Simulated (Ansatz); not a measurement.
Ionic part of the dielectric constant of Na₂S at 2 GPa, mode by mode

Level of theory: DFT PBEsol, scalar-relativistic, plane waves, PAW (Ansatz). Settings: 420 eV plane-wave cutoff, Γ-centred 8×8×8 mesh, fixed occupations. No spin polarisation. Phonons by linear response, acoustic sum rule imposed.

Symmetry: Fm-3m, No. 225, cubic system. Conventional cell: a = 6.374 Å, b = 6.374 Å, c = 6.374 Å, α = 90.00°, β = 90.00°, γ = 90.00°. Around Na (site symmetry -43m) lie 4 S at 2.76 Å. Around S (site symmetry m-3m) lie 8 Na at 2.76 Å.

The primitive cell has V = 64.73 Å³ and ε∞,yy = 3.541. Each polar mode adds Δε = (4.92064×10⁷/V)·S/ν² along y, with S its oscillator strength in e²/amu, ν in cm⁻¹ and V in Å³.

Task: From these modes, find each Δε and ε0,yy.
```tsv
ν (cm⁻¹)	S_yy (e²/amu)
229.7	0.1858
```

Result:
| ν (cm⁻¹) | Δε |
| --- | --- |
| 229.7 | 2.68 |

The sum is 2.676, so ε0,yy = 6.22; the run's tensor has 6.22.

Task: Where do the longitudinal modes lie for a wave vector along y?

Result: At 304 cm⁻¹. The Lyddane–Sachs–Teller product Π(ν_LO/ν_TO)² = 1.76 matches ε0/ε∞ = 1.76.

Cost: 1 run of about 1.3 core-minutes, on Arm Neoverse V2 (shared hosts).